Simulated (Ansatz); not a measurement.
# AlN (P6_3mc) in Ansatz: a series of runs

Aim: see how the results for AlN move with the level of theory and the settings. Levels: r2SCAN, SVWN5. Tasks: elastic constants, single point, equation of state.

Program: Ansatz 0.2.0. These are calculated values, not measurements. Logs are shortened: lines on timing, memory, paths and dates and some standing lists are left out, and cuts for length are marked.

**The experiment to reproduce.**

“Structural and optical properties of self-assembled AlN nanowires grown on SiO2/Si substrates by molecular beam epitaxy”, 2024, arxiv:2402.00216 quotes, for a bulk crystal of AlN at 0 K: band gap 6.0343 eV (an exciton energy, a little under the gap).

The results are compared with them further down.

## (1) The crystal as given

Symmetry: P6_3mc, No. 186, hexagonal system. The conventional cell has a = 3.113 Å, b = 3.113 Å, c = 4.981 Å, α = 90.00°, β = 90.00°, γ = 120.00°. Al (site symmetry 3m) is surrounded by 4 N at 1.89 Å. N (site symmetry 3m) is surrounded by 4 Al at 1.89 Å.

## (2) Elastic constants, r2SCAN

input.yaml

```yaml
crystal:
  lattice:
    - [3.113, 0.0, 0.0]
    - [-1.5565, 2.695937082, 0.0]
    - [0.0, 0.0, 4.981]
  atoms:
    - { symbol: Al, position: [0.6666666667, 0.3333333333, 0.5] }
    - { symbol: Al, position: [0.3333333333, 0.6666666667, 0.0] }
    - { symbol: "N", position: [0.6666666667, 0.3333333333, 0.88] }
    - { symbol: "N", position: [0.3333333333, 0.6666666667, 0.38] }
hamiltonian:
  xc: r2scan
  pseudopotentials: { kind: paw }
kpoints:
  mp_grid: { grid: [8, 8, 5] }
scf:
  occupations: { method: fixed }
output:
  forces: true
  stress: true
elastic:
  mode: relaxed_ion
  stencil: two_point
```

Potentials or basis: Ansatz PAW.

Command:

```console
$ ansatz run input.yaml --threads 2 --pin off --max-ram 5120MiB --backend cpu --events-out ev --progress --plain --runs-dir out
```

The program printed:

```text
Warning: RAYON_NUM_THREADS=2 ignored (pool sized by the plan → 2); use --threads N
Engine: ansatz 0.2.0, aarch64-unknown-linux-gnu
Pseudopotentials: kind: paw
Pseudopotential: Al, paw, valence charge 3, recommended cutoff 500 eV (meta_gga), Al.paw.azcp
Pseudopotential: N, paw, valence charge 5, recommended cutoff 500 eV (meta_gga), N.paw.azcp
Functional definition: r2SCAN
  parameter k0 = 0.174
  parameter k1 = 0.065
  parameter a1 = 4.9479
  exchange = r2scan_x(k0 = k0, k1 = k1, a1 = a1)
  correlation = r2scan_c
Crystal: 4 atoms, lattice volume = 41.803 Å³
Basis set: ecut = 500 eV, 1087 PW (Γ), exchange–correlation on 96×96×160 points (64 copies of the dense FFT grid, shifted against one another)
Bands: 12, of which v1, the nominal top of the filled ones, is band 8 counted from 1 (7 counted from 0)
Symmetry: 12 space group operations
Space group: P63mc (ITA 186), of the structure as read, at distance tolerance 3.5e-5 Å
k-points: 30 of 320 (time reversal used)
Non-local potential: Al, projectors of the file, l = 0: 2, l = 1: 2, l = 2: 1
Non-local potential: N, projectors of the file, l = 0: 2, l = 1: 2, l = 2: 1
PAW form: soft (Blöchl's): semilocal exchange-correlation on the pseudo side does not see the compensation charge
PAW frozen core: Al, regenerated for the run's functional (the file was generated under x = pbe(κ = 0.804, μ = 0.2195149727645171), c = pbe(β = 0.06672455060314922))
PAW frozen core: N, regenerated for the run's functional (the file was generated under x = pbe(κ = 0.804, μ = 0.2195149727645171), c = pbe(β = 0.06672455060314922))
PAW one-centre angular grid: Al, 302 points (default); XC on 160 Gauss nodes
PAW one-centre angular grid: N, 302 points (default); XC on 160 Gauss nodes
Initial density: superposition of atomic densities (neutral atoms: chi_scale 0, normalization atom), corrected by the library's trained network
Initial wavefunctions: pseudopotential atomic-orbital guess
Functional: x = r2scan, c = r2scan; τ floored in thin density (d = 2e-4 eV/Å³)
SCF iter   1: F=—  HF=-1856.827243 eV  |F-HF|=—  |Δ(HF+E_count)|=         —  Δρ=6.56e-3  dr2=1.77e-2  dr2_τ=3.10e-1  ethr=1.77e-3  ⟨swp⟩=5.1  Hψ=2007  notcnv=0  defer=58
preconditioner: auto → none  [insulator: Δε(μ)=4.763 eV  Ē_g=14.194 eV  n_scr=2 (ndim 8)  ℏωp=23.0 eV  f_vac=0.000  ε∞_Penn≈3.6]
SCF iter   2: F=—  HF=-1856.968924 eV  |F-HF|=—  |Δ(HF+E_count)|=   1.42e-1  Δρ=4.50e-3  dr2=3.82e-3  dr2_τ=2.97e-4  ethr=1.11e-4  ⟨swp⟩=2.9  Hψ=947  notcnv=0  defer=60
SCF iter   3: F=—  HF=-1856.968594 eV  |F-HF|=—  |Δ(HF+E_count)|=   3.30e-4  Δρ=6.90e-4  dr2=1.48e-4  dr2_τ=6.17e-5  ethr=2.39e-5  ⟨swp⟩=2.0  Hψ=420  notcnv=0  defer=60
SCF iter   4: F=—  HF=-1856.968580 eV  |F-HF|=—  |Δ(HF+E_count)|=   1.41e-5  Δρ=1.93e-4  dr2=1.64e-5  dr2_τ=9.55e-7  ethr=9.23e-7  ⟨swp⟩=2.0  Hψ=568  notcnv=0  defer=59
SCF iter   5: F=—  HF=-1856.968575 eV  |F-HF|=—  |Δ(HF+E_count)|=   4.78e-6  Δρ=4.35e-5  dr2=9.27e-7  dr2_τ=9.86e-8  ethr=1.03e-7  ⟨swp⟩=2.0  Hψ=582  notcnv=0  defer=5
SCF iter   6: F=—  HF=-1856.968577 eV  |F-HF|=—  |Δ(HF+E_count)|=   2.50e-6  Δρ=2.02e-5  dr2=2.03e-7  dr2_τ=3.94e-9  ethr=5.80e-9  ⟨swp⟩=2.0  Hψ=588  notcnv=0  defer=1
SCF iter   7: F=—  HF=-1856.968577 eV  |F-HF|=—  |Δ(HF+E_count)|=   1.82e-8  Δρ=5.62e-6  dr2=1.56e-8  dr2_τ=3.60e-10  ethr=1.27e-9  ⟨swp⟩=2.0  Hψ=582  notcnv=0  defer=1
SCF iter   8: F=—  HF=-1856.968577 eV  |F-HF|=—  |Δ(HF+E_count)|=   2.11e-9  Δρ=7.99e-7  dr2=3.13e-10  dr2_τ=7.28e-12  ethr=9.77e-11  ⟨swp⟩=2.3  Hψ=537  notcnv=0  defer=1
SCF iter   9: F=—  HF=-1856.968577 eV  |F-HF|=—  |Δ(HF+E_count)|=  5.14e-11  Δρ=8.54e-8  dr2=3.56e-12  dr2_τ=1.20e-13  ethr=1.95e-12  ⟨swp⟩=2.2  Hψ=540  notcnv=0  defer=1
SCF iter  10: F=-1856.968577 eV  HF=-1856.968577 eV  |F-HF|=0.00e0  |Δ(HF+E_count)|=  9.09e-13  Δρ=3.86e-9  dr2=4.30e-15  dr2_τ=3.87e-16  ethr=1.00e-12  ⟨swp⟩=4.6  Hψ=2176  notcnv=0
SCF 1 converged in 10 iterations: F = -1856.968577 eV  dr2 = 4.30e-15
relax step   1: F+E_penalty+E_count = -1856.96857735 eV  Δ(F+E_penalty+E_count) = +0.000e0 eV  max|allowed force component| = 1.223e-1 eV/Å  Δτ_max = 0.0000 Å  (10 SCF iters, accepted)
[... 7 lines left out ...]
[... 274 lines left out ...]
[... 3 lines left out ...]
SCF 32 converged in 5 iterations: F = -1856.969629 eV  dr2 = 8.76e-14
relax step   4: F+E_penalty+E_count = -1856.96962920 eV  Δ(F+E_penalty+E_count) = -4.184e-10 eV  max|allowed force component| = 9.875e-7 eV/Å  Δτ_max = 0.0000 Å  (5 SCF iters, accepted)
[... 3 lines left out ...]
SCF 33 converged in 2 iterations: F = -1856.969629 eV  dr2 = 2.11e-14
SCF converged after 2 iterations
Free energy (F): -1856.969697 eV
Harris-Foulkes:  -1856.969697 eV  (|F-HF|=6.82e-13)
Internal energy: -1856.969697 eV  (E = F + TS)
E sigma→0 (E₀):  -1856.969697 eV
Fermi energy:    6.890156 eV
--- Per-component energies (eV) ---
  E_band       = 22.534690
  E_kinetic    = 320.953209
  E_local      = -449.530556  (includes V_loc(G=0)·N_el)
  E_nonlocal   = 108.426951
  E_hartree    = 157.597646
  E_xc         = -197.699937
  E_vxc        = -238.326418  (∫ρ·V_xc dr)
  E_paw        = -1204.868734  (= ΣΔE_a)
  E_vpaw       = -46.984578  (= ΣTr[D̂ρ^β])
  E_aug_tail   = 0.000038  (compensation charges beyond the density's cutoff)
  E_vtau       = 12.800751  (kinetic-family band-sum trace: ∫τ·v_τ [+ j·A + Jᵃ·Aᵃ] dr)
  E_ewald      = -591.668970
  E_core_change = -0.179345  (= ΣΔE_core)
  E_smearing   = -0.000000  (= −TS)
  E_closure    = 0.000000  (closes the sum)
  Σ components = -1856.969697   (vs F -1856.969697, Δ=0.00e0)
--- Forces (eV/Å), atoms counted from 1 ---
  atom   1  Al     0.00000000     0.00000000    -0.00004424
  atom   2  Al     0.00000000    -0.00000000    -0.00004424
  atom   3  N     -0.00000000    -0.00000000    -0.00010853
  atom   4  N     -0.00000000     0.00000000    -0.00010853
  max |Σ_I F_I| component: 3.06e-4 eV/Å
--- Stress (GPa, compression-positive) ---
       -1.144446      -0.000000      -0.000000
       -0.000000      -1.144446       0.000000
       -0.000000       0.000000      -0.611507
  P = ⅓ Tr σ = -0.9668 GPa (-9.668 kbar)
--- Band table (eV; the first three rows and the last of 30) ---
  k-point 0: bands = ["-9.0736", "-6.9669", "0.8381", "5.9895", "5.9895", "6.6554", "6.6554", "6.8902", "11.7203", "14.3521", "18.4529", "18.8842"]
  k-point 1: bands = ["-8.9208", "-7.2441", "1.3598", "6.0498", "6.0498", "6.0648", "6.5885", "6.5885", "12.3965", "14.4307", "18.2028", "18.8388"]
  k-point 2: bands = ["-8.4873", "-7.8620", "2.6870", "4.3997", "6.2108", "6.2108", "6.4166", "6.4166", "13.5860", "14.3594", "17.9730", "18.6057"]
  k-point 29: bands = ["-6.6755", "-6.5765", "1.7741", "1.9805", "3.0804", "3.6762", "5.7916", "6.0438", "14.0523", "14.9051", "16.0346", "16.3360"]
--- Elastic constants: 3 strain directions × 2 members + reference (group order 12) ---
  dense FFT box of the reference and of every strained cell: 24×24×40
  strains applied: 11, 33, 23; error gains: componentwise 1.00 (the most a stress slope's error grows in a printed constant), spectral 1.41 (1 for all six strains in a standard setting)
  reference relaxed by the batch: 4 steps; max|allowed force component| 1.22e-1 eV/Å at the deck's positions, 3.22e-5 at the last accepted step, 3.22e-5 by the solve of record
  largest displacement 4.6e-3 Å; the constants are those of the deck's cell at these positions:
  atoms:
    - { symbol: Al, position: [0.6666666666666666, 0.33333333333333337, 0.4990725165967401] }
    - { symbol: Al, position: [0.33333333333333337, 0.6666666666666667, -0.0009274834032598264] }
    - { symbol: N, position: [0.6666666666666666, 0.33333333333333337, 0.8809274834032598] }
    - { symbol: N, position: [0.33333333333333337, 0.6666666666666667, 0.38092748340325977] }
  C = ∂σ_k/∂η_j (tension-positive GPa; Voigt order 11 22 33 23 13 12):
       403.665    134.050    102.039     -0.000      0.000      0.000
       134.050    403.665    102.039      0.000     -0.000     -0.000
       102.550    102.550    379.447      0.000     -0.000     -0.000
         0.000     -0.000      0.000    123.375     -0.000     -0.000
        -0.000      0.000     -0.000     -0.000    123.375     -0.000
        -0.000      0.000     -0.000     -0.000     -0.000    134.807
  reference stress σ⁰ (GPa):      1.144      1.144      0.612     -0.000      0.000     -0.000
  C* (energy form; C + prestress term) asymmetry max|C*_kj − C*_jk| = 2.229e-2 GPa — a small one proves nothing (zero by symmetry where the batch's group is 432, −43m or m−3m); a large one is finite-difference/SCF noise where every solve meets its electron count
  moduli (Voigt/Reuss/Hill, GPa): K = 207.12/206.33/206.72   G = 132.85/132.16/132.51   E = 327.54   ν = 0.236
  mechanically stable: yes (min eigenvalue of sym C = 123.38 GPa)
  strain η (Voigt 11):  stress-route row diagonal C_11 = 403.67 GPa, energy-path curvature d²(F+E_count+ΔE)/dδ²/Ω₀ = 403.78 GPa
         δ    σ_11 (GPa)             F (eV)   n_scf  n_hpsi   n_pw
    -2.000e-3       0.3331       -1856.9700814       2    7070   1087   relax 5 steps, max|allowed force component| 1.23e-6 eV/Å
     2.000e-3       1.9478       -1856.9688846       2    7079   1087   relax 3 steps, max|allowed force component| 1.70e-5 eV/Å
  strain η (Voigt 33):  stress-route row diagonal C_33 = 379.45 GPa, energy-path curvature d²(F+E_count+ΔE)/dδ²/Ω₀ = 379.53 GPa
         δ    σ_33 (GPa)             F (eV)   n_scf  n_hpsi   n_pw
    -2.000e-3      -0.1479       -1856.9698138       2    3373   1087   relax 3 steps, max|allowed force component| 1.07e-6 eV/Å
     2.000e-3       1.3699       -1856.9691742       2    3370   1087   relax 3 steps, max|allowed force component| 1.79e-6 eV/Å
  strain η (Voigt 23):  stress-route row diagonal C_44 = 123.38 GPa, energy-path curvature d²(F+E_count+ΔE)/dδ²/Ω₀ = 123.01 GPa
         δ    σ_23 (GPa)             F (eV)   n_scf  n_hpsi   n_pw
    -2.000e-3      -0.2468       -1856.9696292       2   10444   1087   relax 3 steps, max|allowed force component| 1.19e-5 eV/Å
     2.000e-3       0.2468       -1856.9696292       2   10872   1087   relax 4 steps, max|allowed force component| 9.87e-7 eV/Å
```

Wall time 68 s (2 threads of Arm Neoverse V2, shared host); peak memory 0.48 GiB.

Results:

* Free energy: -1856.9697 eV
* Pressure: -1.0 GPa
* Band gap on the k mesh: 4.83 eV, direct
* Voigt bulk modulus: 207 GPa

Elastic tensor in Voigt notation (GPa, in the Cartesian axes of the cell as first typed):
```
404 134 102   0   0   0
134 404 102   0   0   0
103 103 379   0   0   0
  0   0   0 123   0   0
  0   0   0   0 123   0
  0   0   0   0   0 135
```

Caveat: odd divisions of the mesh miss points on the zone boundary, where band edges often lie, so the gap on the mesh can be too wide; the PAW data sets come from PBE, with cores solved anew for the run's functional, which leaves a small shift of forces and pressure.

## (3) Single point, SVWN5, 9.82 Å³/atom (volume scaled by 0.94)

input.yaml

```yaml
crystal:
  lattice:
    - [3.0494515564, 0.0, 0.0]
    - [-1.5247257782, 2.6409025155, 0.0]
    - [0.0, 0.0, 4.8793184075]
  atoms:
    - { symbol: Al, position: [0.6666666667, 0.3333333333, 0.5] }
    - { symbol: Al, position: [0.3333333333, 0.6666666667, 0.0] }
    - { symbol: "N", position: [0.6666666667, 0.3333333333, 0.88] }
    - { symbol: "N", position: [0.3333333333, 0.6666666667, 0.38] }
hamiltonian:
  xc: { exchange: slater, correlation: vwn5 }
  pseudopotentials: { kind: paw }
kpoints:
  mp_grid: { grid: [10, 10, 6] }
scf:
  occupations: { method: fermi_dirac, width: 0.05 }
output:
  forces: true
  stress: true
  eigenvalues: true
```

Potentials or basis: Ansatz PAW.

Command:

```console
$ ansatz run input.yaml --threads 2 --pin off --max-ram 5120MiB --backend cpu --events-out ev --progress --plain --runs-dir out
```

Run time: 1.1 s. Hardware: 2 threads of Arm Neoverse V2, shared host; peak memory 0.3 GiB.

The run converged. Its results:

```yaml
Free_energy: -1780.0418 eV
Pressure: 8.7 GPa
Largest_force: 0.166 eV/Å
Band_gap_on_the_k_mesh: 4.80 eV, direct
```

Caveat: the pressure holds a Pulay correction of +0.7 GPa for the finite cutoff; the PAW data sets come from PBE, with cores solved anew for the run's functional, which leaves a small shift of forces and pressure.

## (4) Single point, SVWN5, 10.03 Å³/atom (volume scaled by 0.96)

Edit input.yaml of step 3 so:

```diff
@@ -2,5 +2,5 @@
   lattice:
-    - [3.0494515564, 0.0, 0.0]
-    - [-1.5247257782, 2.6409025155, 0.0]
-    - [0.0, 0.0, 4.8793184075]
+    - [3.070927275, 0.0, 0.0]
+    - [-1.5354636375, 2.6595010333, 0.0]
+    - [0.0, 0.0, 4.9136809369]
   atoms:
```

Command:

```console
$ ansatz run input.yaml --threads 2 --pin off --max-ram 5120MiB --backend cpu --events-out ev --progress --plain --runs-dir out
```

Wall time 1.1 s (2 threads of Arm Neoverse V2, shared host); peak memory 0.3 GiB.

The run converged. Its results:

| Property | Result |
| --- | --- |
| Free energy | -1780.0740 eV |
| Pressure | 3.7 GPa |
| Largest force | 0.148 eV/Å |
| Band gap on the k mesh | 4.61 eV, direct |

Caveat: the pressure holds a Pulay correction of +0.7 GPa for the finite cutoff; the PAW data sets come from PBE, with cores solved anew for the run's functional, which leaves a small shift of forces and pressure.

## (5) Single point, SVWN5, 10.24 Å³/atom (volume scaled by 0.98)

Edit input.yaml of step 4 so:

```diff
@@ -2,5 +2,5 @@
   lattice:
-    - [3.070927275, 0.0, 0.0]
-    - [-1.5354636375, 2.6595010333, 0.0]
-    - [0.0, 0.0, 4.9136809369]
+    - [3.092106753, 0.0, 0.0]
+    - [-1.5460533765, 2.6778429994, 0.0]
+    - [0.0, 0.0, 4.9475694625]
   atoms:
```

Command:

```console
$ ansatz run input.yaml --threads 2 --pin off --max-ram 5120MiB --backend cpu --events-out ev --progress --plain --runs-dir out
```

Run time: 1.1 s. Hardware: 2 threads of Arm Neoverse V2, shared host; peak memory 0.31 GiB.

It converged, with:

| Item | Value |
| --- | --- |
| Free energy | -1780.0817 eV |
| Pressure | -0.7 GPa |
| Largest force | 0.132 eV/Å |
| Band gap on the k mesh | 4.42 eV, direct |

Caveat: the pressure holds a Pulay correction of +0.7 GPa for the finite cutoff; the PAW data sets come from PBE, with cores solved anew for the run's functional, which leaves a small shift of forces and pressure.

## (6) Single point, SVWN5, 10.45 Å³/atom

Edit input.yaml of step 5 so:

```diff
@@ -2,5 +2,5 @@
   lattice:
-    - [3.092106753, 0.0, 0.0]
-    - [-1.5460533765, 2.6778429994, 0.0]
-    - [0.0, 0.0, 4.9475694625]
+    - [3.113, 0.0, 0.0]
+    - [-1.5565, 2.695937082, 0.0]
+    - [0.0, 0.0, 4.981]
   atoms:
```

Potentials or basis: Ansatz PAW.

Command:

```console
$ ansatz run input.yaml --threads 2 --pin off --max-ram 5120MiB --backend cpu --events-out ev --progress --plain --runs-dir out
```

It took 1 s on 2 threads of Arm Neoverse V2, shared host; peak memory 0.31 GiB.

Results (log left out):

```
Free energy            : -1780.0672 eV
Pressure               : -4.8 GPa
Largest force          : 0.117 eV/Å
Band gap on the k mesh : 4.24 eV, direct
```

Caveat: the pressure holds a Pulay correction of +0.7 GPa for the finite cutoff; the PAW data sets come from PBE, with cores solved anew for the run's functional, which leaves a small shift of forces and pressure.

## (7) Single point, SVWN5, 10.66 Å³/atom (volume scaled by 1.02)

Edit input.yaml of step 6 so:

```diff
@@ -2,5 +2,5 @@
   lattice:
-    - [3.113, 0.0, 0.0]
-    - [-1.5565, 2.695937082, 0.0]
-    - [0.0, 0.0, 4.981]
+    - [3.1336164949, 0.0, 0.0]
+    - [-1.5668082474, 2.7137914903, 0.0]
+    - [0.0, 0.0, 5.0139877163]
   atoms:
```

Command:

```console
$ ansatz run input.yaml --threads 2 --pin off --max-ram 5120MiB --backend cpu --events-out ev --progress --plain --runs-dir out
```

Run time: 1.1 s. Hardware: 2 threads of Arm Neoverse V2, shared host; peak memory 0.31 GiB.

The run converged. Its results:

```
Free energy            : -1780.0326 eV
Pressure               : -8.4 GPa
Largest force          : 0.102 eV/Å
Band gap on the k mesh : 4.07 eV, direct
```

Caveat: the pressure holds a Pulay correction of +0.6 GPa for the finite cutoff; the PAW data sets come from PBE, with cores solved anew for the run's functional, which leaves a small shift of forces and pressure.

## (8) Single point, SVWN5, 10.87 Å³/atom (volume scaled by 1.04)

Edit input.yaml of step 7 so:

```diff
@@ -2,5 +2,5 @@
   lattice:
-    - [3.1336164949, 0.0, 0.0]
-    - [-1.5668082474, 2.7137914903, 0.0]
-    - [0.0, 0.0, 5.0139877163]
+    - [3.1539652241, 0.0, 0.0]
+    - [-1.576982612, 2.7314140067, 0.0]
+    - [0.0, 0.0, 5.0465469904]
   atoms:
```

Command:

```console
$ ansatz run input.yaml --threads 2 --pin off --max-ram 5120MiB --backend cpu --events-out ev --progress --plain --runs-dir out
```

It took 1.1 s on 2 threads of Arm Neoverse V2, shared host; peak memory 0.31 GiB.

The run converged. Its results:

```yaml
Free_energy: -1779.9797 eV
Pressure: -11.8 GPa
Largest_force: 0.089 eV/Å
Band_gap_on_the_k_mesh: 3.90 eV, direct
```

Caveat: the pressure holds a Pulay correction of +0.6 GPa for the finite cutoff; the PAW data sets come from PBE, with cores solved anew for the run's functional, which leaves a small shift of forces and pressure.

## (9) Single point, SVWN5, 11.08 Å³/atom (volume scaled by 1.06)

Edit input.yaml of step 8 so:

```diff
@@ -2,5 +2,5 @@
   lattice:
-    - [3.1539652241, 0.0, 0.0]
-    - [-1.576982612, 2.7314140067, 0.0]
-    - [0.0, 0.0, 5.0465469904]
+    - [3.1740547162, 0.0, 0.0]
+    - [-1.5870273581, 2.7488120173, 0.0]
+    - [0.0, 0.0, 5.0786914685]
   atoms:
```

Potentials or basis: Ansatz PAW.

Command:

```console
$ ansatz run input.yaml --threads 2 --pin off --max-ram 5120MiB --backend cpu --events-out ev --progress --plain --runs-dir out
```

Wall time 1.1 s (2 threads of Arm Neoverse V2, shared host); peak memory 0.31 GiB.

It converged, with:

| Property | Result |
| --- | --- |
| Free energy | -1779.9105 eV |
| Pressure | -14.8 GPa |
| Largest force | 0.076 eV/Å |
| Band gap on the k mesh | 3.74 eV, direct |

Caveat: the pressure holds a Pulay correction of +0.6 GPa for the finite cutoff; the PAW data sets come from PBE, with cores solved anew for the run's functional, which leaves a small shift of forces and pressure.

## (10) Equation of state, SVWN5

No new run: the results of the series are fitted here.

What came out:

```yaml
Equilibrium_volume: 10.21 Å³/atom
Bulk_modulus_at_fixed_shape_and_positions: 211 GPa
Pressure_derivative_of_the_bulk_modulus: 3.9
```

Energy against volume, from the lowest point:
| volume (Å³/atom) | energy (meV/atom) |
| --- | --- |
| 9.824 | 9.99 |
| 10.033 | 1.93 |
| 10.242 | 0.00 |
| 10.451 | 3.64 |
| 10.660 | 12.28 |
| 10.869 | 25.49 |
| 11.078 | 42.81 |

Caveat: the cell was scaled at fixed shape and fractional positions, which overstates the stiffness of a crystal with free parameters, most of all of layers and chains.

## (11) Comparison with measurements

Step 2. Against the measured gap of AlN, 6.0343 eV (an exciton energy, a little under the gap; 0 K; quoted in “Structural and optical properties of self-assembled AlN nanowires grown on SiO2/Si substrates by molecular beam epitaxy”, 2024, arxiv:2402.00216), the calculated 4.83 eV is off by -1.20 eV. 2 values of this kind are on record (6.034 to 6.0343 eV); this one was drawn at random. The value is that of r2SCAN, without temperature or zero-point motion.
